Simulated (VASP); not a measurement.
# Ag in VASP: relaxation of the atoms with r2SCAN+rVV10

Aim: the relaxation of the atoms of Ag with r2SCAN+rVV10.

All numbers are computed with VASP 6.6.1; they aren't measurements. Logs are shortened: lines on timing, memory, paths and dates and some standing lists are left out, and cuts for length are marked.

## (1) Starting point

The cell holds a slab with vacuum, 4 atoms: a = 2.911 Å, b = 2.911 Å, c = 29.107 Å, α = 90.00°, β = 90.00°, γ = 120.00°.

The cell was built by a generator and needn't be a form met in nature.

## (2) Relaxation of the atoms, r2SCAN+rVV10

INCAR

```
SYSTEM = Ag
ALGO = Normal
BPARAM = 11.95
CPARAM = 0.0093
DIPOL = 0.5 0.5 0.500
EDIFF = 1E-6
EDIFFG = -0.02
ENCUT = 520
IBRION = 2
IDIPOL = 3
ISIF = 2
ISMEAR = 1
IVDW_NL = 2
KPAR = 2
LASPH = .True.
LCHARG = .False.
LDIPOL = .True.
LMIXTAU = .True.
LREAL = .False.
LUSE_VDW = .True.
LWAVE = .False.
METAGGA = R2SCAN
NELM = 120
NSW = 90
PREC = Accurate
SIGMA = 0.1
```

KPOINTS

```
k-points
0
Gamma
  15 15 1
  0 0 0
```

POSCAR

```
Ag
1.0
    1.4555329600      2.5210570600      0.0000000000
   -2.9110659100      0.0000000000      0.0000000000
    0.0000000000      0.0000000000     29.1068606300
Ag
4
Direct
    0.0000000000      1.0000000000      0.3800203100
    0.6666670000      0.3333330000      0.4600067700
    0.3333340000      0.6666660000      0.5399932300
    0.0000000000      1.0000000000      0.6199796900
```

Potentials or basis: VASP PAW PBE potentials, release 64 (Ag).

Launch:

```bash
cat potpaw_PBE.64/Ag/POTCAR > POTCAR
mpirun -np 2 vasp_std > vasp.out
```

OUTCAR:

```text
SYSTEM = Ag
   BPARAM = 11.95
   EDIFF = 1E-6
   EDIFFG = -0.02
   ENCUT = 520
   IBRION = 2
   ISIF = 2
   ISMEAR = 1
   IVDW_NL = 2
   LASPH = .True.
   LREAL = .False.
   METAGGA = R2SCAN
   NELM = 120
   NSW = 90
   PREC = Accurate

 ion  position               nearest neighbor table
   1  0.000  0.000  0.380-   2 2.87   2 2.87   2 2.87
   2  0.667  0.333  0.460-   3 2.87   1 2.87   1 2.87   3 2.87   1 2.87   3 2.87
   3  0.333  0.667  0.540-   4 2.87   2 2.87   4 2.87   2 2.87   2 2.87   4 2.87
   4  0.000  0.000  0.620-   3 2.87   3 2.87   3 2.87

  LATTYP: Found a hexagonal cell.
 ALAT       =     2.9110659384
 C/A-ratio  =     9.9986950644

  Lattice vectors:

 A1 = (   1.4555329600,   2.5210570600,   0.0000000000)
 A2 = (  -2.9110659100,   0.0000000000,   0.0000000000)
 A3 = (   0.0000000000,   0.0000000000,  29.1068606300)

Analysis of symmetry for initial positions (statically):
=====================================================================
 Subroutine PRICEL returns:
 Original cell was already a primitive cell.

 Routine SETGRP: Setting up the symmetry group for a
 hexagonal supercell.

 Subroutine GETGRP returns: Found 12 space group operations
 (whereof 12 operations were pure point group operations)
 out of a pool of 24 trial point group operations.

The static configuration has the point symmetry D_3d.

Analysis of symmetry for dynamics (positions and initial velocities):
=====================================================================
 Subroutine PRICEL returns:
 Original cell was already a primitive cell.

 Routine SETGRP: Setting up the symmetry group for a
 hexagonal supercell.

 Subroutine GETGRP returns: Found 12 space group operations
 (whereof 12 operations were pure point group operations)
 out of a pool of 24 trial point group operations.

The dynamic configuration has the point symmetry D_3d.

 Subroutine INISYM returns: Found 12 space group operations
 (whereof 12 operations are pure point group operations),
 and found     1 'primitive' translations

----------------------------------------------------------------------------------------

                                     Primitive cell

  volume of cell :     213.6142

  direct lattice vectors                    reciprocal lattice vectors
     1.455532960  2.521057060  0.000000000     0.000000000  0.396659011  0.000000000
    -2.911065910  0.000000000  0.000000000    -0.343516784  0.198329506  0.000000000
     0.000000000  0.000000000 29.106860630     0.000000000  0.000000000  0.034356161

  length of vectors
     2.911065938  2.911065910 29.106860630     0.396659011  0.396659015  0.034356161

  position of ions in fractional coordinates (direct lattice)
     0.000000000  0.000000000  0.380020310
     0.666667000  0.333333000  0.460006770
     0.333334000  0.666666000  0.539993230
     0.000000000  0.000000000  0.619979690

  ion indices of the primitive-cell ions
   primitive index   ion index
                 1           1
                 2           2
                 3           3
                 4           4

----------------------------------------------------------------------------------------

 KPOINTS: k-points

Automatic generation of k-mesh.
 Grid dimensions read from file:
 generate k-points for:   15   15    1

 Generating k-lattice:

  Cartesian coordinates                     Fractional coordinates (reciprocal lattice)
     0.000000000  0.026443934  0.000000000     0.066666667  0.000000000  0.000000000
    -0.022901119  0.013221967  0.000000000    -0.000000000  0.066666667  0.000000000
     0.000000000  0.000000000  0.034356161     0.000000000  0.000000000  1.000000000

  Length of vectors
     0.026443934  0.026443934  0.034356161

  Shift w.r.t. Gamma in fractional coordinates (k-lattice)
     0.000000000  0.000000000  0.000000000

 Subroutine IBZKPT returns following result:
 ===========================================

 Found     27 irreducible k-points:

 Following reciprocal coordinates:
            Coordinates               Weight
  0.000000  0.000000  0.000000      1.000000
  0.066667  0.000000  0.000000      6.000000
  0.133333  0.000000  0.000000      6.000000
  0.200000  0.000000  0.000000      6.000000
  0.266667  0.000000  0.000000      6.000000
  0.333333  0.000000  0.000000      6.000000
[... 16 lines left out ...]
  0.333333  0.200000  0.000000     12.000000
  0.400000  0.200000  0.000000      6.000000
 [... further k-points ...]
   k-points           NKPTS =     27   k-points in BZ     NKDIM =     27   number of bands    NBANDS=     26
   number of dos      NEDOS =    301   number of ions     NIONS =      4
   total plane-waves  NPLWV = 124416
   dimension x,y,z NGX =    24 NGY =   24 NGZ =  216
   dimension x,y,z NGXF=    48 NGYF=   48 NGZF=  432
   ions per type =               4
   NGX,Y,Z   is equivalent  to a cutoff of  13.71, 13.71, 12.34 a.u.
   NGXF,Y,Z  is equivalent  to a cutoff of  27.41, 27.41, 24.67 a.u.
 SYSTEM =  Ag
   PREC   = accura    normal or accurate (medium, high low for compatibility)
   ISTART =      0    job   : 0-new  1-cont  2-samecut
   ICHARG =      2    charge: 1-file 2-atom 10-const
   ISPIN  =      1    spin polarized calculation?
   LNONCOLLINEAR =      F non collinear calculations
   LSORBIT =      F    spin-orbit coupling
   LASPH  =      T    aspherical Exc in radial PAW
   ENCUT  =  520.0 eV  38.22 Ry    6.18 a.u.   5.41  5.41 54.12*2*pi/ulx,y,z
   NELM   =    120;   NELMIN=  2; NELMDL= -5     # of ELM steps
   EDIFF  = 0.1E-05   stopping-criterion for ELM
   LREAL  =      F    real-space projection
   EDIFFG = -.2E-01   stopping-criterion for IOM
   NSW    =     90    number of steps for IOM
   IBRION =      2    ionic relax: 0-MD 1-quasi-New 2-CG
   NFREE  =      1    steps in history (QN), initial steepest desc. (CG)
   ISIF   =      2    stress and relaxation
   ISYM   =      2    0-nonsym 1-usesym 2-fastsym
   POTIM  = 0.5000    time-step for ionic-motion
   TEBEG  =    0.0;   TEEND  =   0.0 temperature during run
   PSTRESS=    0.0 pullay stress
   NELECT =      44.0000    total number of electrons
   NUPDOWN=      -1.0000    fix difference up-down
   EMIN   =  10.00;   EMAX   =-10.00  energy-range for DOS
   EFERMI =   0.00;   METHOD = LEGACY
   ISMEAR =     1;   SIGMA  =   0.10  broadening in eV -4-tet -1-fermi 0-gaus
   EFERMI_NEDOS =   21; number of points for ismear=-14 and -15
   IALGO  =     38    algorithm
   IMIX   =      4    mixing-type and parameters
     AMIX     =   0.40;   BMIX     =  1.00
     AMIX_MAG =   1.60;   BMIX_MAG =  1.00
  volume/ion in A,a.u.               =      53.40       360.38
  Fermi-wavevector in a.u.,A,eV,Ry     =   0.966828  1.827039 12.718122  0.934756
  Thomas-Fermi vector in A             =   2.096662
   LORBIT       =      0    0 simple, 1 ext, 2 COOP (PROOUT), +10 PAW based schemes
   METAGGA = R2SCAN    functional components
   LHFCALC =     F    Hartree Fock is set to
   AEXX    =    0.0000 exact exchange contribution
   IVDW_NL    =     2    kernel type
   BPARAM     =11.9500
   IVDW    =     0    specifies the selected vdW correction
   LEPSILON=     F    determine dielectric tensor
   LRPA    =     F    only Hartree local field effects (RPA)
 conjugate gradient relaxation of ions
 non-spin polarized calculation
 Methfessel and Paxton  Order N= 1 SIGMA  =   0.10
  energy-cutoff  :      520.00
  volume of cell :      213.61
 maximum number of plane-waves:      5859
 NGX is ok and might be reduce to    24
   NGX = 11   NGY = 11   NGZ =109

--------------------------------------- Ionic step        1  -------------------------------------------

 number of electron      44.0000006 magnetization

 Free energy of the ion-electron system (eV)
  ---------------------------------------------------
  ext. energy  EPLUGINS =         0.00000000
  ---------------------------------------------------
  free energy    TOTEN  =       -83.04876372 eV

  energy without entropy =      -83.04733840  energy(sigma->0) =      -83.04828861

------------------------ aborting loop because EDIFF is reached ----------------------------------------

  FORCE on cell =-STRESS in cart. coord.  units (eV):
  Direction    XX          YY          ZZ          XY          YZ          ZX
  --------------------------------------------------------------------------------------
  -------------------------------------------------------------------------------------
  Total       -1.7198828     -1.7198828      0.0767783     -0.0000000     -0.0000000      0.0000000
  in kB      -12.8996924    -12.8996927      0.5758625     -0.0000000     -0.0000000      0.0000000
  external PRESSURE =      -8.4078409 kB  Pullay stress =       0.0000000 kB
[... 101 lines left out ...]
--------------------------------------- Ionic step        4  -------------------------------------------

 number of electron      44.0000007 magnetization

 dipolmoment           0.000000      0.000000      0.000000 electrons x Angstroem

------------------------ aborting loop because EDIFF is reached ----------------------------------------

  FORCE on cell =-STRESS in cart. coord.  units (eV):
  Direction    XX          YY          ZZ          XY          YZ          ZX
  --------------------------------------------------------------------------------------
  -------------------------------------------------------------------------------------
  Total       -1.7650270     -1.7650270      0.0139627     -0.0000000     -0.0000000      0.0000000
  in kB      -13.2382887    -13.2382890      0.1047247     -0.0000000     -0.0000000      0.0000000
  external PRESSURE =      -8.7906177 kB  Pullay stress =       0.0000000 kB
[... 25 lines left out ...]
--------------------------------------- Ionic step        5  -------------------------------------------

 number of electron      44.0000008 magnetization

 dipolmoment           0.000000      0.000000     -0.000000 electrons x Angstroem

 Free energy of the ion-electron system (eV)
  ---------------------------------------------------
  ext. energy  EPLUGINS =         0.00000000
  ---------------------------------------------------
  free energy    TOTEN  =       -83.05052579 eV

  energy without entropy =      -83.04928131  energy(sigma->0) =      -83.05011096

 E-fermi :  -0.2740     XC(G=0):  -4.7064

 val. band max:       -0.3728063951   @ k =   0.4000   0.0667   0.0000
 cond. band min:      -0.2652228667   @ k =   0.2000   0.2000   0.0000
 fundamental gap:      0.1075835284
 Fermi energy:        -0.2739677020

 k-point     1 :       0.0000    0.0000    0.0000
  band No.  band energies     occupation
      1      -7.9566      2.00000
      2      -7.1062      2.00000
      3      -6.8000      2.00000
      4      -6.6469      2.00000
      5      -5.5167      2.00000
      6      -5.5167      2.00000
[... 685 lines left out ...]
     25       4.1961      0.00000
     26       4.8770      0.00000

 [... further k-points ...]

------------------------ aborting loop because EDIFF is reached ----------------------------------------

 vacuum level on the upper side and lower side of the slab       (xc-potential included)         0.028         0.028

  FORCE on cell =-STRESS in cart. coord.  units (eV):
  Direction    XX          YY          ZZ          XY          YZ          ZX
  --------------------------------------------------------------------------------------
  -------------------------------------------------------------------------------------
  Total       -1.7662555     -1.7662555      0.0091366     -0.0000000      0.0000000      0.0000000
  in kB      -13.2475031    -13.2475034      0.0685272     -0.0000000      0.0000000      0.0000000
  external PRESSURE =      -8.8088264 kB  Pullay stress =       0.0000000 kB
[... 19 lines left out ...]
  FREE ENERGIE OF THE ION-ELECTRON SYSTEM (eV)
  ---------------------------------------------------
  free  energy   TOTEN  =       -83.0505257885 eV

  energy  without entropy=      -83.0492813083  energy(sigma->0) =      -83.05011096

 reached required accuracy - stopping structural energy minimisation

 vacuum level on the upper side and lower side of the slab         4.196         4.197
```

It took 47 min on 2 MPI ranks of Intel Xeon 6975P-C (Granite Rapids), shared host; peak memory 0.9 GiB.

Results:

```yaml
Free_energy: -83.0505 eV
Energy_gained_by_relaxing: 0.4 meV/atom
Ionic_steps: 5
Largest_force_after_relaxing: 0.007 eV/Å
Band_gap_on_the_k_mesh: none (metal or under the smearing width)
```

Forces on the atoms (eV/Å):
```
Ag   0.000  0.000 -0.004
Ag   0.000  0.000 -0.007
Ag   0.000  0.000  0.007
Ag   0.000  0.000  0.004
```

The path:
```csv
step,energy change (eV),largest force (eV/Å),pressure (GPa)
1,0.0000,0.0687,-0.84
2,-0.0017,0.0298,-0.88
3,-0.0017,0.0288,-0.88
4,-0.0017,0.0235,-0.88
5,-0.0018,0.0068,-0.88
```

Final structure:
```
Ag
1.0
     1.45553    2.52106    0.00000
    -2.91107    0.00000    0.00000
     0.00000    0.00000   29.10686
Ag
4
Direct
  0.00000 0.00000 0.38004
  0.66667 0.33333 0.45981
  0.33333 0.66667 0.54019
  0.00000 0.00000 0.61996
```

Caveat: the PAW data sets were made with another functional, which shifts forces and pressure a little.
